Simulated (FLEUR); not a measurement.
A run of FLEUR MaX-R8.1 (later development tree) is set up as follows.

File inp.xml:

```xml
<?xml version="1.0" encoding="UTF-8" standalone="no"?>
<fleurInput fleurInputVersion="0.39">
   <comment>
      Ti3Al                                                                                               
   </comment>
   <calculationSetup>
      <cutoffs Kmax="4.1" Gmax="12.7" GmaxXC="12.7" numbands="0"/>
      <scfLoop itmax="80" minDistance="0.0001" maxIterBroyd="30" imix="Anderson" alpha="0.05" precondParam="0.0" spinf="2.0" sdNocoIR="T"/>
      <coreElectrons ctail="F" frcor="F" kcrel="0" coretail_lmax="0"/>
      <xcFunctional name="LibXC" relativisticCorrections="F">
         <LibXCName exchange="mgga_x_r2scan" correlation="mgga_c_r2scan"/>
         <AuxGGA exchange="117" correlation="130"/>
      </xcFunctional>
      <magnetism jspins="1"/>
      <soc l_soc="F" theta="0.0" phi="0.0" spav="F"/>
      <expertModes spex="0" secvar="F"/>
      <geometryOptimization l_f="F" forcealpha="1.0" forcemix="BFGS" epsdisp="0.00001" epsforce="0.00001"/>
      <ldaU l_linMix="F" mixParam="0.05" spinf="1.0"/>
   </calculationSetup>
   <cell>
      <bzIntegration valenceElectrons="47.0" mode="hist" fermiSmearingEnergy="0.00183747">
         <kPointListSelection listName="default-1"/>
         <!-- k-points included here -->
         <xi:include xmlns:xi="http://www.w3.org/2001/XInclude" href="kpts.xml"> </xi:include>
      </bzIntegration>
      <!-- symmetry operations included here -->
      <xi:include xmlns:xi="http://www.w3.org/2001/XInclude" href="sym.xml"> </xi:include>
      <bulkLattice scale="1.0">
         <bravaisMatrix>
            <row-1>    5.5322530194836865     0.0000000000000000     0.0000000000000000</row-1>
            <row-2>   -2.7661265096473566     4.7910716550682295     0.0000000000000000</row-2>
            <row-3>    0.0000000000000000     0.0000000000000000    17.4352973064167038</row-3>
         </bravaisMatrix>
      </bulkLattice>
   </cell>
   <atomSpecies>
      <species name="Titanium (Ti)" element="Ti" atomicNumber="22">
         <mtSphere radius="2.5" gridPoints="827" logIncrement="0.015"/>
         <atomicCutoffs lmax="10" lnonsphr="10"/>
         <electronConfig flipSpins="F">
            <coreConfig>(1s1/2) (2s1/2) (2p1/2) (2p3/2)</coreConfig>
            <valenceConfig>(3s1/2) (3p1/2) (3p3/2) (4s1/2) (3d3/2) (3d5/2)</valenceConfig>
            <stateOccupation state="(3d3/2)" spinUp="0.400000" spinDown="0.400000"/>
            <stateOccupation state="(3d5/2)" spinUp="0.600000" spinDown="0.600000"/>
         </electronConfig>
         <energyParameters s="4" p="4" d="3" f="4"/>
         <lo type="SCLO" l="0" n="3" eDeriv="0"/>
         <lo type="SCLO" l="1" n="3" eDeriv="0"/>
         <lo type="SCLO" l="1" n="3" eDeriv="1"/>
         <lo type="SCLO" l="2" n="3" eDeriv="2"/>
         <lo type="SCLO" l="3" n="4" eDeriv="2"/>
      </species>
      <species name="Aluminum (Al)" element="Al" atomicNumber="13">
         <mtSphere radius="2.51" gridPoints="829" logIncrement="0.014"/>
         <atomicCutoffs lmax="10" lnonsphr="10"/>
         <electronConfig flipSpins="F">
            <coreConfig>(1s1/2)</coreConfig>
            <valenceConfig>(2s1/2) (2p1/2) (2p3/2) (3s1/2) (3p1/2) (3p3/2)</valenceConfig>
            <stateOccupation state="(3p1/2)" spinUp="0.166667" spinDown="0.166667"/>
            <stateOccupation state="(3p3/2)" spinUp="0.333333" spinDown="0.333333"/>
         </electronConfig>
         <energyParameters s="3" p="3" d="3" f="4"/>
         <lo type="SCLO" l="0" n="2" eDeriv="0"/>
         <lo type="SCLO" l="1" n="2" eDeriv="0"/>
         <lo type="SCLO" l="2" n="3" eDeriv="2"/>
         <lo type="SCLO" l="3" n="4" eDeriv="2"/>
      </species>
   </atomSpecies>
   <atomGroups>
      <atomGroup species="Titanium (Ti)">
         <relPos label="                   1">1.000/3.000 -1.000/3.000 .2494060000</relPos>
         <relPos label="                   2">1.000/3.000 -1.000/3.000 -.2494060000</relPos>
         <force calculate="T" relaxXYZ="TTT"/>
      </atomGroup>
      <atomGroup species="Titanium (Ti)">
         <relPos label="                   3">-1.000/3.000 1.000/3.000 .0000000000</relPos>
         <force calculate="T" relaxXYZ="TTT"/>
      </atomGroup>
      <atomGroup species="Aluminum (Al)">
         <relPos label="                   4">-1.000/3.000 1.000/3.000 1.000/2.000</relPos>
         <force calculate="T" relaxXYZ="TTT"/>
      </atomGroup>
   </atomGroups>
   <output dos="F" band="F" slice="F">
      <checks vchk="F" cdinf="F"/>
      <bandDOS minEnergy="-.5*Htr" maxEnergy="0.5*Htr" sigma="0.015" storeEVData="T"/>
      <vacuumDOS vacdos="F" integ="F" star="F" nstars="0" locx1="0.0" locy1="0.0" locx2="0.0" locy2="0.0" nstm="0" tworkf="0.0"/>
      <unfoldingBand unfoldBand="F" supercellX="1" supercellY="1" supercellZ="1"/>
      <plotting iplot="0" polar="F">
         <plot TwoD="T" vec1="  1.0  0.0  0.0" vec2="  0.0  1.0  0.0" vec3="  0.0  0.0  1.0" zero="  0.0  0.0  0.0" file="plot"/>
      </plotting>
      <chargeDensitySlicing numkpt="0" minEigenval="0.0" maxEigenval="0.0" nnne="0" pallst="F"/>
      <specialOutput eonly="F"/>
      <moessbauerParams electricFieldGradient="T" isomerShift="T" coreHyperfine="T" valenceHyperfine="T"/>
      <magneticCircularDichroism mcd="F" energyLo="-10.0" energyUp="0.0"/>
   </output>
  <!-- We include the file relax.xml here to enable relaxations (see documentation) -->
  <xi:include xmlns:xi="http://www.w3.org/2001/XInclude" href="relax.xml"> <xi:fallback/> </xi:include>
</fleurInput>
```

File crystal.txt:

```
Ti3Al
&input cartesian=F /
2.9275422229  0.0000000000  0.0000000000
-1.4637711114  2.5353259357  0.0000000000
0.0000000000  0.0000000000  9.2263620000
1.8897261246
1.0 1.0 1.0

4
22 0.3333333334  0.6666666666  0.2494060000
22 0.3333333334  0.6666666666  0.7505940000
22 0.6666666667  0.3333333333  0.0000000000
13 0.6666666667  0.3333333333  0.5000000000

&kpt div1=10 div2=10 div3=3 gamma=T /
```

Contents of inp.xml (bands):

```
<?xml version="1.0" encoding="UTF-8" standalone="no"?>
<fleurInput fleurInputVersion="0.39">
   <comment>
      Ti3Al                                                                                               
   </comment>
   <calculationSetup>
      <cutoffs Kmax="4.1" Gmax="12.7" GmaxXC="12.7" numbands="0"/>
      <scfLoop itmax="80" minDistance="0.0001" maxIterBroyd="30" imix="Anderson" alpha="0.05" precondParam="0.0" spinf="2.0" sdNocoIR="T"/>
      <coreElectrons ctail="F" frcor="F" kcrel="0" coretail_lmax="0"/>
      <xcFunctional name="LibXC" relativisticCorrections="F">
         <LibXCName exchange="mgga_x_r2scan" correlation="mgga_c_r2scan"/>
         <AuxGGA exchange="117" correlation="130"/>
      </xcFunctional>
      <magnetism jspins="1"/>
      <soc l_soc="F" theta="0.0" phi="0.0" spav="F"/>
      <expertModes spex="0" secvar="F"/>
      <geometryOptimization l_f="F" forcealpha="1.0" forcemix="BFGS" epsdisp="0.00001" epsforce="0.00001"/>
      <ldaU l_linMix="F" mixParam="0.05" spinf="1.0"/>
   </calculationSetup>
   <cell>
      <bzIntegration valenceElectrons="47.0" mode="hist" fermiSmearingEnergy="0.00183747">
         <kPointListSelection listName="path-1"/>
         <!-- k-points included here -->
         <xi:include xmlns:xi="http://www.w3.org/2001/XInclude" href="kpts.xml"> </xi:include>
      </bzIntegration>
      <!-- symmetry operations included here -->
      <xi:include xmlns:xi="http://www.w3.org/2001/XInclude" href="sym.xml"> </xi:include>
      <bulkLattice scale="1.0">
         <bravaisMatrix>
            <row-1>    5.5322530194836865     0.0000000000000000     0.0000000000000000</row-1>
            <row-2>   -2.7661265096473566     4.7910716550682295     0.0000000000000000</row-2>
            <row-3>    0.0000000000000000     0.0000000000000000    17.4352973064167038</row-3>
         </bravaisMatrix>
      </bulkLattice>
   </cell>
   <atomSpecies>
      <species name="Titanium (Ti)" element="Ti" atomicNumber="22">
         <mtSphere radius="2.5" gridPoints="827" logIncrement="0.015"/>
         <atomicCutoffs lmax="10" lnonsphr="10"/>
         <electronConfig flipSpins="F">
            <coreConfig>(1s1/2) (2s1/2) (2p1/2) (2p3/2)</coreConfig>
            <valenceConfig>(3s1/2) (3p1/2) (3p3/2) (4s1/2) (3d3/2) (3d5/2)</valenceConfig>
            <stateOccupation state="(3d3/2)" spinUp="0.400000" spinDown="0.400000"/>
            <stateOccupation state="(3d5/2)" spinUp="0.600000" spinDown="0.600000"/>
         </electronConfig>
         <energyParameters s="4" p="4" d="3" f="4"/>
         <lo type="SCLO" l="0" n="3" eDeriv="0"/>
         <lo type="SCLO" l="1" n="3" eDeriv="0"/>
         <lo type="SCLO" l="1" n="3" eDeriv="1"/>
         <lo type="SCLO" l="2" n="3" eDeriv="2"/>
         <lo type="SCLO" l="3" n="4" eDeriv="2"/>
      </species>
      <species name="Aluminum (Al)" element="Al" atomicNumber="13">
         <mtSphere radius="2.51" gridPoints="829" logIncrement="0.014"/>
         <atomicCutoffs lmax="10" lnonsphr="10"/>
         <electronConfig flipSpins="F">
            <coreConfig>(1s1/2)</coreConfig>
            <valenceConfig>(2s1/2) (2p1/2) (2p3/2) (3s1/2) (3p1/2) (3p3/2)</valenceConfig>
            <stateOccupation state="(3p1/2)" spinUp="0.166667" spinDown="0.166667"/>
            <stateOccupation state="(3p3/2)" spinUp="0.333333" spinDown="0.333333"/>
         </electronConfig>
         <energyParameters s="3" p="3" d="3" f="4"/>
         <lo type="SCLO" l="0" n="2" eDeriv="0"/>
         <lo type="SCLO" l="1" n="2" eDeriv="0"/>
         <lo type="SCLO" l="2" n="3" eDeriv="2"/>
         <lo type="SCLO" l="3" n="4" eDeriv="2"/>
      </species>
   </atomSpecies>
   <atomGroups>
      <atomGroup species="Titanium (Ti)">
         <relPos label="                   1">1.000/3.000 -1.000/3.000 .2494060000</relPos>
         <relPos label="                   2">1.000/3.000 -1.000/3.000 -.2494060000</relPos>
         <force calculate="T" relaxXYZ="TTT"/>
      </atomGroup>
      <atomGroup species="Titanium (Ti)">
         <relPos label="                   3">-1.000/3.000 1.000/3.000 .0000000000</relPos>
         <force calculate="T" relaxXYZ="TTT"/>
      </atomGroup>
      <atomGroup species="Aluminum (Al)">
         <relPos label="                   4">-1.000/3.000 1.000/3.000 1.000/2.000</relPos>
         <force calculate="T" relaxXYZ="TTT"/>
      </atomGroup>
   </atomGroups>
   <output dos="F" band="T" slice="F">
      <checks vchk="F" cdinf="F"/>
      <bandDOS minEnergy="-.5*Htr" maxEnergy="0.5*Htr" sigma="0.015" storeEVData="T"/>
      <vacuumDOS vacdos="F" integ="F" star="F" nstars="0" locx1="0.0" locy1="0.0" locx2="0.0" locy2="0.0" nstm="0" tworkf="0.0"/>
      <unfoldingBand unfoldBand="F" supercellX="1" supercellY="1" supercellZ="1"/>
      <plotting iplot="0" polar="F">
         <plot TwoD="T" vec1="  1.0  0.0  0.0" vec2="  0.0  1.0  0.0" vec3="  0.0  0.0  1.0" zero="  0.0  0.0  0.0" file="plot"/>
      </plotting>
      <chargeDensitySlicing numkpt="0" minEigenval="0.0" maxEigenval="0.0" nnne="0" pallst="F"/>
      <specialOutput eonly="F"/>
      <moessbauerParams electricFieldGradient="T" isomerShift="T" coreHyperfine="T" valenceHyperfine="T"/>
      <magneticCircularDichroism mcd="F" energyLo="-10.0" energyUp="0.0"/>
   </output>
  <!-- We include the file relax.xml here to enable relaxations (see documentation) -->
  <xi:include xmlns:xi="http://www.w3.org/2001/XInclude" href="relax.xml"> <xi:fallback/> </xi:include>
</fleurInput>
```

Potentials or basis: all-electron, FLAPW.

Run with:

```console
$ inpgen -f crystal.txt -profile fastHighL
$ # inp.xml edited to the form shown
$ fleur_MPI
$ fleur_MPI   # second run, on inp.xml (bands)
```

**Question.** What does it give for the band gap along the path?

**Answer.** None (metal or under the smearing width).

Core levels (eV from the Fermi level):
| atom | levels |
| --- | --- |
| 1 Ti | 1s1/2 -4863.3, 2s1/2 -531.6, 2p1/2 -442.5, 2p3/2 -436.8 |
| 2 Ti | 1s1/2 -4863.3, 2s1/2 -531.6, 2p1/2 -442.5, 2p3/2 -436.8 |
| 3 Ti | 1s1/2 -4863.3, 2s1/2 -531.6, 2p1/2 -442.5, 2p3/2 -436.7 |
| 4 Al | 1s1/2 -1505.5 |

Caveat: the meta-GGA is that of a development version, with a GGA for the radial functions and cores and without core tails.
